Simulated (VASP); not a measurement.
# InSe in VASP: a series of runs, part 2 of 2

VASP 6.6.1. The steps go on from the part before.

## Step 5: Single point, PBE

This run uses another cell than the first one, of 63.43 Å³/atom, 0.691 times its volume.

The input, INCAR:

```
ALGO = Normal
DIPOL = 0.5 0.5 0.500
EDIFF = 1E-7
ENCUT = 400
GGA = PE
IDIPOL = 3
ISIF = 2
ISMEAR = 0
LASPH = T
LCHARG = F
LDIPOL = T
LREAL = F
LVACPOTAV = T
LVHAR = T
LWAVE = F
NBANDS = 20
NELM = 120
PREC = Accurate
SIGMA = 0.05
```

The input, KPOINTS:

```
k-points
0
Gamma
  5 5 1
```

The input, POSCAR:

```
InSe
1.0
    4.0500000000      0.0000000000      0.0000000000
   -2.0250000000      3.5074028900      0.0000000000
    0.0000000000      0.0000000000      8.9311500000
In Se
1 1
Direct
    0.3333333333      0.6666666667      0.4478706550
    0.6666666667      0.3333333333      0.5521293450
```

Potentials or basis: VASP PAW PBE potentials, release 64 (In_d, Se).

Launch:

```bash
> cat potpaw_PBE.64/In_d/POTCAR potpaw_PBE.64/Se/POTCAR > POTCAR
> mpirun -np 1 vasp_std > vasp.out
```

OUTCAR:

```text
EDIFF = 1E-7
   ENCUT = 400
   GGA = PE
   ISIF = 2
   ISMEAR = 0
   LASPH = T
   LREAL = F
   NELM = 120
   PREC = Accurate

 Found      5 irreducible k-points:

 Following reciprocal coordinates:
            Coordinates               Weight
  0.000000  0.000000  0.000000      1.000000
  0.200000 -0.000000  0.000000      6.000000
  0.400000 -0.000000  0.000000      6.000000
  0.200000  0.200000  0.000000      6.000000
  0.400000  0.200000  0.000000      6.000000
   k-points           NKPTS =      5   k-points in BZ     NKDIM =      5   number of bands    NBANDS=     20
   number of dos      NEDOS =    301   number of ions     NIONS =      2
   total plane-waves  NPLWV =  47040
   dimension x,y,z NGX =    28 NGY =   28 NGZ =   60
   dimension x,y,z NGXF=    56 NGYF=   56 NGZF=  120
   ions per type =               1   1
   NGX,Y,Z   is equivalent  to a cutoff of  11.49, 11.49, 11.17 a.u.
   NGXF,Y,Z  is equivalent  to a cutoff of  22.99, 22.99, 22.34 a.u.
 SYSTEM =  unknown system
   PREC   = accura    normal or accurate (medium, high low for compatibility)
   ISTART =      0    job   : 0-new  1-cont  2-samecut
   ICHARG =      2    charge: 1-file 2-atom 10-const
   ISPIN  =      1    spin polarized calculation?
   LNONCOLLINEAR =      F non collinear calculations
   LSORBIT =      F    spin-orbit coupling
   LASPH  =      T    aspherical Exc in radial PAW
   ENCUT  =  400.0 eV  29.40 Ry    5.42 a.u.   6.60  6.60 14.56*2*pi/ulx,y,z
   NELM   =    120;   NELMIN=  2; NELMDL= -5     # of ELM steps
   EDIFF  = 0.1E-06   stopping-criterion for ELM
   LREAL  =      F    real-space projection
   EDIFFG = 0.1E-05   stopping-criterion for IOM
   NSW    =      0    number of steps for IOM
   IBRION =     -1    ionic relax: 0-MD 1-quasi-New 2-CG
   NFREE  =      0    steps in history (QN), initial steepest desc. (CG)
   ISIF   =      2    stress and relaxation
   ISYM   =      2    0-nonsym 1-usesym 2-fastsym
   POTIM  = 0.5000    time-step for ionic-motion
   TEBEG  =    0.0;   TEEND  =   0.0 temperature during run
   PSTRESS=    0.0 pullay stress
   NELECT =      19.0000    total number of electrons
   NUPDOWN=      -1.0000    fix difference up-down
   EMIN   =  10.00;   EMAX   =-10.00  energy-range for DOS
   EFERMI =   0.00;   METHOD = LEGACY
   ISMEAR =     0;   SIGMA  =   0.05  broadening in eV -4-tet -1-fermi 0-gaus
   EFERMI_NEDOS =   21; number of points for ismear=-14 and -15
   IALGO  =     38    algorithm
   IMIX   =      4    mixing-type and parameters
     AMIX     =   0.40;   BMIX     =  1.00
     AMIX_MAG =   1.60;   BMIX_MAG =  1.00
  volume/ion in A,a.u.               =      63.43       428.07
  Fermi-wavevector in a.u.,A,eV,Ry     =   0.869381  1.642891 10.283594  0.755823
  Thomas-Fermi vector in A             =   1.988195
   LORBIT       =      0    0 simple, 1 ext, 2 COOP (PROOUT), +10 PAW based schemes
   GGA     = PE    functional components
   LHFCALC =     F    Hartree Fock is set to
   AEXX    =    0.0000 exact exchange contribution
   IVDW    =     0    specifies the selected vdW correction
   LEPSILON=     F    determine dielectric tensor
   LRPA    =     F    only Hartree local field effects (RPA)
 non-spin polarized calculation
 Gauss-broadening in eV      SIGMA  =   0.05
  energy-cutoff  :      400.00
  volume of cell :      126.87
 maximum number of plane-waves:      2333
 NGX is ok and might be reduce to    28
   NGX = 13   NGY = 13   NGZ = 29

 number of electron      18.9999995 magnetization

 dipolmoment           0.000000      0.000000      0.038707 electrons x Angstroem

 Free energy of the ion-electron system (eV)
  ---------------------------------------------------
  ext. energy  EPLUGINS =         0.00000000
  ---------------------------------------------------
  free energy    TOTEN  =        -5.66645298 eV

  energy without entropy =       -5.65566465  energy(sigma->0) =       -5.66105881

 E-fermi :   0.0560     XC(G=0):  -5.1088

 val. band max:        0.0367845104   @ k =   0.4000   0.2000   0.0000
 cond. band min:       0.0844370586   @ k =   0.2000  -0.0000   0.0000
 fundamental gap:      0.0476525482
 Fermi energy:         0.0560158575

 k-point     1 :       0.0000    0.0000    0.0000
  band No.  band energies     occupation
      1     -15.3678      2.00000
      2     -15.1312      2.00000
      3     -15.1312      2.00000
      4     -14.9404      2.00000
      5     -14.9404      2.00000
      6     -14.1532      2.00000
[... 12 lines left out ...]
     19       9.2628      0.00000
     20      11.3362      0.00000

 k-point     2 :       0.2000   -0.0000    0.0000
  band No.  band energies     occupation
      1     -15.5270      2.00000
      2     -15.1043      2.00000
      3     -15.0361      2.00000
      4     -14.9534      2.00000
      5     -14.9365      2.00000
      6     -13.7973      2.00000
[... 12 lines left out ...]
     19       9.9732      0.00000
     20      10.4867      0.00000

 k-point     3 :       0.4000   -0.0000    0.0000
  band No.  band energies     occupation
      1     -15.6779      2.00000
      2     -15.0686      2.00000
      3     -14.9956      2.00000
      4     -14.9406      2.00000
      5     -14.9212      2.00000
      6     -13.1233      2.00000
[... 12 lines left out ...]
     19       9.7572      0.00000
     20      10.0146      0.00000

 k-point     4 :       0.2000    0.2000    0.0000
  band No.  band energies     occupation
      1     -15.6479      2.00000
      2     -15.0811      2.00000
      3     -14.9820      2.00000
      4     -14.9635      2.00000
      5     -14.9257      2.00000
      6     -13.2676      2.00000
[... 12 lines left out ...]
     19       9.4286      0.00000
     20      10.9378      0.00000

 k-point     5 :       0.4000    0.2000    0.0000
  band No.  band energies     occupation
      1     -15.7043      2.00000
      2     -15.0694      2.00000
      3     -14.9768      2.00000
      4     -14.9387      2.00000
      5     -14.9316      2.00000
      6     -12.8746      2.00000
[... 12 lines left out ...]
     19       9.2356      0.00000
     20       9.7216      0.00000

------------------------ aborting loop because EDIFF is reached ----------------------------------------

  FORCE on cell =-STRESS in cart. coord.  units (eV):
  Direction    XX          YY          ZZ          XY          YZ          ZX
  --------------------------------------------------------------------------------------
  -------------------------------------------------------------------------------------
  Total        4.8431787      4.8431787      1.7432058     -0.0000000     -0.0000000      0.0000000
  in kB       61.1635964     61.1635965     22.0146190     -0.0000000     -0.0000000      0.0000000
  external PRESSURE =      48.1139373 kB  Pullay stress =       0.0000000 kB

 VOLUME and BASIS-vectors are now :
 -----------------------------------------------------------------------------
  energy-cutoff  :      400.00
  volume of cell :      126.87
      direct lattice vectors                 reciprocal lattice vectors
     4.050000000  0.000000000  0.000000000     0.246913580  0.142555622  0.000000000
    -2.025000000  3.507402890  0.000000000     0.000000000  0.285111244  0.000000000
     0.000000000  0.000000000  8.931150000     0.000000000  0.000000000  0.111967664

 POSITION                                       TOTAL-FORCE (eV/Angst)
 -----------------------------------------------------------------------------------
     -0.00000      2.33827      4.00000        -0.000000      0.000000     -1.880428
      2.02500      1.16913      4.93115         0.000000      0.000000      1.880428
 -----------------------------------------------------------------------------------
    total drift:                               -0.000000     -0.000000      0.001973

  FREE ENERGIE OF THE ION-ELECTRON SYSTEM (eV)
  ---------------------------------------------------
  free  energy   TOTEN  =        -5.6664529795 eV

  energy  without entropy=       -5.6556646492  energy(sigma->0) =       -5.66105881
```

OSZICAR:

```text
N       E                     dE             d eps       ncg     rms          rms(c)
DAV:   1     0.129226972658E+03    0.12923E+03   -0.69201E+03   200   0.670E+02
DAV:   2     0.766103143893E+01   -0.12157E+03   -0.11607E+03   208   0.200E+02
DAV:   3    -0.553101780019E+01   -0.13192E+02   -0.13007E+02   252   0.764E+01
DAV:   4    -0.594850556334E+01   -0.41749E+00   -0.41714E+00   240   0.171E+01
DAV:   5    -0.596310342506E+01   -0.14598E-01   -0.14597E-01   300   0.272E+00    0.603E+00
DAV:   6    -0.567716518240E+01    0.28594E+00   -0.56778E-01   304   0.100E+01    0.343E+00
DAV:   7    -0.566704371810E+01    0.10121E-01   -0.95781E-02   224   0.151E+00    0.126E+00
DAV:   8    -0.566599952592E+01    0.10442E-02   -0.98301E-03   252   0.749E-01    0.298E-01
DAV:   9    -0.566607209938E+01   -0.72573E-04   -0.22251E-03   280   0.421E-01    0.179E-01
DAV:  10    -0.566621062696E+01   -0.13853E-03   -0.24299E-04   236   0.161E-01    0.608E-02
DAV:  11    -0.566635480756E+01   -0.14418E-03   -0.23455E-04   224   0.619E-02    0.441E-02
DAV:  12    -0.566643115289E+01   -0.76345E-04   -0.43711E-05   228   0.386E-02    0.157E-02
DAV:  13    -0.566644831878E+01   -0.17166E-04   -0.72766E-05   216   0.348E-02    0.244E-02
DAV:  14    -0.566645178715E+01   -0.34684E-05   -0.57877E-06   228   0.182E-02    0.782E-03
DAV:  15    -0.566645290811E+01   -0.11210E-05   -0.26170E-06   232   0.139E-02    0.360E-03
DAV:  16    -0.566645297946E+01   -0.71349E-07   -0.26258E-07   244   0.516E-03
   1 F= -.56664530E+01 E0= -.56610588E+01  d E =-.107883E-01
```

stdout:

```text
POSCAR found type information on POSCAR InSe
 POSCAR found :  2 types and       2 ions
 scaLAPACK will be used
 LDA part: xc-table for (Slater+PW92), standard interpolation
 POSCAR, INCAR and KPOINTS ok, starting setup
 FFT: planning ... GRIDC
[... 28 lines left out ...]
|                                                                             |
|     Did not find any points to average over, which means that no vacuum     |
|     field-free region was found. Please increase the size of  your cell     |
|     in the dimension of the dipole correction to obtain accurate            |
|     workfunction values.                                                    |
|                                                                             |
 -----------------------------------------------------------------------------
```

It took 22 s on 1 thread of Intel Xeon Platinum 8488C (Sapphire Rapids), shared host; peak memory 0.19 GiB.

The run converged, but some of its settings lie outside the range that counts as converged, so its numbers aren't taken as properties of the slab.

Results:

```
Free energy            : -5.6665 eV
Largest force          : 1.880 eV/Å
Band gap on the k mesh : none (metal or under the smearing width)
```

## Step 6: Single point, PBE

This run uses another cell than the first one, of 49.23 Å³/atom, 0.536 times its volume.

Changes to INCAR since step 5:

```diff
@@ -1,3 +1,2 @@
 ALGO = Normal
-DIPOL = 0.5 0.5 0.500
 EDIFF = 1E-7
@@ -10,3 +9,2 @@
 LCHARG = F
-LDIPOL = T
 LREAL = F
```

The input, KPOINTS:

```
k-points
0
Gamma
  6 6 1
```

The input, POSCAR:

```
InSe
1.0
    4.0500000000      0.0000000000      0.0000000000
   -2.0250000000      3.5074028900      0.0000000000
    0.0000000000      0.0000000000      6.9311500000
In Se
1 1
Direct
    0.3333333333      0.6666666667      0.4328286071
    0.6666666667      0.3333333333      0.5671713929
```

Potentials or basis: VASP PAW PBE potentials, release 64 (In_d, Se).

Launch:

```bash
> cat potpaw_PBE.64/In_d/POTCAR potpaw_PBE.64/Se/POTCAR > POTCAR
> mpirun -np 1 vasp_std > vasp.out
```

Run time: 21 s. Hardware: 1 thread of Intel Xeon Platinum 8488C (Sapphire Rapids), shared host; peak memory 0.18 GiB.

The run converged, but some of its settings lie outside the range that counts as converged, so its numbers aren't taken as properties of the slab.

What came out:

- Free energy: -5.6447 eV
- Largest force: 1.858 eV/Å
- Band gap on the k mesh: none (metal or under the smearing width)
